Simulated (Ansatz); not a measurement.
The system is CuO.

```
Cu O
1.0
    -2.34185    1.71130    0.00000
     0.85003    0.00000   -5.05787
    -2.34185   -5.13390    0.00000
Cu O
4 4
Direct
  0.24800 0.00060 0.24330
  0.74800 0.00060 0.74330
  0.99800 0.50060 0.49330
  0.49800 0.50060 0.99330
  0.70720 0.75060 0.28410
  0.20720 0.75060 0.78410
  0.78880 0.25060 0.20250
  0.30482 0.24579 0.75612
```

Base run:

```yaml
Program: Ansatz 0.2.0
Functional: PBE
Potentials_or_basis: Ansatz PAW
Cutoff: 300 eV
Density_cutoff: 1200 eV
k_mesh: 9 × 5 × 5
Occupations: fermi-dirac, width 0.05 eV
Spin: no spin polarisation
```

Its results: band gap on the k mesh none (metal or under the smearing width); pressure 7.4 GPa; largest force 2.697 eV/Å.

Problem. The run is repeated on the same cell with these changes: cutoff from 300 eV to 420 eV (not typed: the program's choice for these potentials); k mesh from 9 × 5 × 5 to 16 × 9 × 9. What comes out?

Solution. Band gap on the k mesh none (metal or under the smearing width); pressure 8.9 GPa; largest force 2.628 eV/Å.

Caveats: the run has no spin polarisation, though such a crystal can be magnetic; semilocal functionals often make such compounds metallic where correlation or magnetic order opens a gap, which also shifts bond lengths; forces of over 1 eV/Å show positions far from the minimum, so gaps and moduli don't describe the material at rest; the pressure holds a Pulay correction of +41.5 GPa for the finite cutoff (some runs); the cutoff lies under the one recommended for these potentials (some runs).
